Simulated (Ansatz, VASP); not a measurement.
## LiH: VASP beside Ansatz

```
Li H
1.0
     0.00000    2.14485    2.14485
     2.14485    0.00000    2.14485
     2.14485    2.14485    0.00000
Li H
1 1
Direct
  0.00000 0.00000 0.00000
  0.25000 0.25000 0.25000
```

Alike in both runs: functional PBE; k mesh 13 × 13 × 13; occupations fermi-dirac, width 0.05 eV; no spin polarisation.

Ansatz relaxed the structure, and its values are those at the end. VASP's run is a single point on that final structure, the one shown.

|  | VASP | Ansatz |
| --- | --- | --- |
| version | VASP 6.6.1 | Ansatz 0.2.0 |
| potentials or method | VASP PAW PBE potentials, release 64 (Li_sv, H) | PAW with Ansatz's default frozen-core files, scalar-relativistic |
| plane-wave cutoff (eV) | 520 | 420 |
| valence electrons in the cell | 4 | 4 |

|  | VASP | Ansatz | Ansatz less VASP |
| --- | --- | --- | --- |
| gap on the k mesh at the Fermi level (eV) | 4.33 | 4.33 | -0.005 |

The functional is the same, so the differences come from potentials, cutoffs and numerics.

Caveats: an odd mesh through Γ misses points on the zone boundary, where band edges often lie.
